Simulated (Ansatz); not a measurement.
# Gd in Ansatz: convergence with k mesh

The system is Gd.

```
Gd
1.0
     1.82486    1.05358    8.90239
    -1.82486    1.05358    8.90239
     0.00000   -2.10716    8.90239
Gd
3
Direct
  0.77709 0.77709 0.77709
  0.22291 0.22291 0.22291
  0.00000 0.00000 0.00000
```

This isn't the form of Gd at room conditions, which is hcp.

| Quantity | Value |
| --- | --- |
| Program | Ansatz 0.2.0 |
| Task | convergence study |
| Functional | PBE |
| Potentials or basis | Ansatz PAW |
| Cutoff | 420 eV (not typed: the program's choice for these potentials) |
| k mesh | 3 × 3 × 3 |
| Occupations | methfessel-paxton, width 0.05 eV |
| Spin | collinear spin, ferromagnetic start |
| Starting moments | [7.0, 7.0, 7.0] μB |

These are the settings of the first run; the series varies k mesh, with any setting tied to it.

Hardware: 2 threads of Intel(R) Xeon(R) Processor @ 2.50GHz (Skylake/Cascade Lake), on a shared host.

Problem. The values tried are 3 × 3 × 3, 4 × 4 × 4, 5 × 5 × 5, 6 × 6 × 6, 8 × 8 × 8, 10 × 10 × 10, 12 × 12 × 12, 14 × 14 × 14, loosest first. From which on does the pressure stay within 0.1 GPa of the tightest run that finished?

Solution. From 5 × 5 × 5 on.

| k mesh | energy less the tightest run, at zero smearing (meV/atom) | pressure (GPa) | largest force (eV/Å) | absolute moment (μB) | SCF cycles | CPU time (s) | peak memory (GiB) |
| --- | --- | --- | --- | --- | --- | --- | --- |
| 3 × 3 × 3 | 6.80 | -2.35 | 0.153 | 22.44 | 16 | 16 | 0.43 |
| 4 × 4 × 4 | 10.21 | -0.40 | 0.061 | 22.93 | 19 | 30 | 0.49 |
| 5 × 5 × 5 | -4.57 | -0.51 | 0.106 | 23.00 | 15 | 37 | 0.52 |
| 6 × 6 × 6 | -0.24 | -0.54 | 0.118 | 23.13 | 27 | 78 | 0.59 |
| 8 × 8 × 8 | -1.15 | -0.65 | 0.117 | 22.84 | 17 | 120 | 0.74 |
| 10 × 10 × 10 | -0.23 | -0.56 | 0.119 | 23.00 | 18 | 210 | 0.97 |
| 12 × 12 × 12 | -0.64 | -0.51 | 0.103 | 23.08 | 20 | 360 | 1.3 |
| 14 × 14 × 14 | 0.00 | -0.56 | 0.112 | 23.01 | 21 | 660 | 1.7 |

Against the tightest run, the energy stays within 1 meV/atom from 10 × 10 × 10 on. Not settled before the last step: the largest force (to 0.005 eV/Å), the absolute moment (to 0.02 μB). Meshes of other sizes hit other points, so gaps and Fermi surfaces needn't settle smoothly. The tightest run that finished is the yardstick and may itself not be fully converged.

Caveat, for the tightest run too: spin-orbit coupling is left out, which moves the levels of the heavy elements. The state reached can hang on the start; a lower one may exist.
